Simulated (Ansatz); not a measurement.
The system is BeTe.

```
Te Be
1.0
     0.00000    2.77000    2.77000
     2.77000    0.00000    2.77000
     2.77000    2.77000    0.00000
Te Be
1 1
Direct
  0.75000 0.75000 0.75000
  0.00000 0.00000 0.00000
```

- Program: Ansatz 0.2.0
- Task: relaxation of cell and atoms
- Functional: PBE
- Potentials or basis: Ansatz PAW
- Cutoff: 420 eV (not typed: the program's choice for these potentials)
- k mesh: 8 × 8 × 8
- Occupations: fermi-dirac, width 0.05 eV
- Spin: no spin polarisation

At the start: volume 21.25 Å³/atom.

Question: Where does the relaxation end?

Answer: It ends after 5 steps and the volume is 22.71 Å³/atom (+6.9 %); space group F-43m (No. 216, to 0.05 Å).

The path:
| step | energy change (eV) | largest force (eV/Å) | volume (Å³) |
| --- | --- | --- | --- |
| 1 | 0.0000 | 0.0000 | 42.51 |
| 2 | -0.0333 | 0.0000 | 46.31 |
| 3 | -0.0363 | 0.0000 | 45.51 |
| 4 | -0.0364 | 0.0000 | 45.42 |
| 5 | -0.0368 | 0.0000 | 45.42 |

Final structure:
```
CELL_PARAMETERS angstrom
0.00000 2.83187 2.83187
2.83187 0.00000 2.83187
2.83187 2.83187 0.00000
ATOMIC_POSITIONS crystal
Te 0.75000 0.75000 0.75000
Be 0.00000 0.00000 0.00000
```

Caveat: the plane-wave basis is chosen anew once the cell has moved, so the energies of steps on either side of that aren't comparable.
